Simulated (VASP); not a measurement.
**GaAs: relaxation of cell and atoms with PBEsol**

The system is GaAs.

```
Ga As
1.0
     0.00000    2.83140    2.83140
     2.83140    0.00000    2.83140
     2.83140    2.83140    0.00000
Ga As
1 1
Direct
  0.00000 0.00000 0.00000
  0.25000 0.25000 0.25000
```

```
Program                : VASP 6.6.1
Task                   : relaxation of cell and atoms
Functional             : PBEsol
Potentials or basis    : VASP PAW PBE potentials, release 64 (Ga_d, As)
Cutoff                 : 600 eV
k mesh                 : 10 × 10 × 10
Occupations            : gaussian, width 0.03 eV
Spin                   : no spin polarisation
Further INCAR settings : ALGO = Normal; EDIFF = 1e-07; IBRION = 2; EDIFFG = -0.005; NSW = 90; ISIF = 3
```

```json
{
 "Pressure after relaxing": "0.0 GPa",
 "Band gap on the k mesh": "0.42 eV, direct"
}
```

Final structure:
```xyz
2
Lattice="0.0000 2.8314 2.8314 2.8314 0.0000 2.8314 2.8314 2.8314 0.0000" Properties=species:S:1:pos:R:3 pbc="T T T"
Ga    0.0000    0.0000    0.0000
As    1.4157    1.4157    1.4157
```

Levels at points of the mesh, in eV from the valence-band top:
```tsv
k point	band 7	band 8	band 9	band 10	band 11	band 12
(0.00, 0.00, 0.00)	0.00	0.00	0.00	0.42	3.69	3.69
(0.50, 0.00, 0.00)	-6.65	-1.14	-1.14	0.92	4.58	4.58
(0.50, 0.50, 0.00)	-6.83	-2.68	-2.68	1.36	1.57	10.09
```

Wall time 37 s on 1 thread of AMD EPYC 7R43 64-Core Processor (Zen 3) (shared host), peak memory 0.16 GiB.

Caveat: the relaxation stopped at its first step, so nothing moved; the PAW data sets were made with another functional, which shifts forces and pressure a little. A k mesh can miss the band edges.
